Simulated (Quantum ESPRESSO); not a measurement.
# Zr in Quantum ESPRESSO: the effect of target pressure

Crystal: Zr.

```xyz
2
Lattice="3.2320 0.0000 0.0000 -1.6160 2.7990 0.0000 0.0000 0.0000 5.1470" Properties=species:S:1:pos:R:3 pbc="T T T"
Zr    1.6160    0.9330    3.8603
Zr    0.0000    1.8660    1.2868
```

Alike in all runs:

- Program: Quantum ESPRESSO 7.5
- Task: relaxation of cell and atoms
- Functional: PBEsol
- Potentials or basis: GBRV 1.5 PBEsol
- Cutoff: 707 eV
- Density cutoff: 5633 eV
- k mesh: 9 × 9 × 5
- Occupations: fermi-dirac, width 0.05 eV
- Spin: no spin polarisation

Each run relaxes the cell or the atoms first.

| target pressure | relaxed volume (Å³/atom) |
| --- | --- |
| 0 GPa | 22.46 |
| 2 GPa | 22.03 |
| 5 GPa | ? |
| 10 GPa | 20.53 |
| 20 GPa | 19.14 |
| 30 GPa | 18.08 |

What does the run with target pressure 5 GPa give?

Relaxed volume 21.43 Å³/atom.

Worked out: In Murnaghan's law V^(-B') rises as a straight line in P. The other rows fit best with B' = 3.2, V0 = 22.47 Å³/atom and B0 = 96 GPa, which gives 21.41 Å³/atom at 5 GPa, against the run's 21.43.

Caveats: the volume moved by over 15 % at a fixed basis, so the end points are rough (some runs).
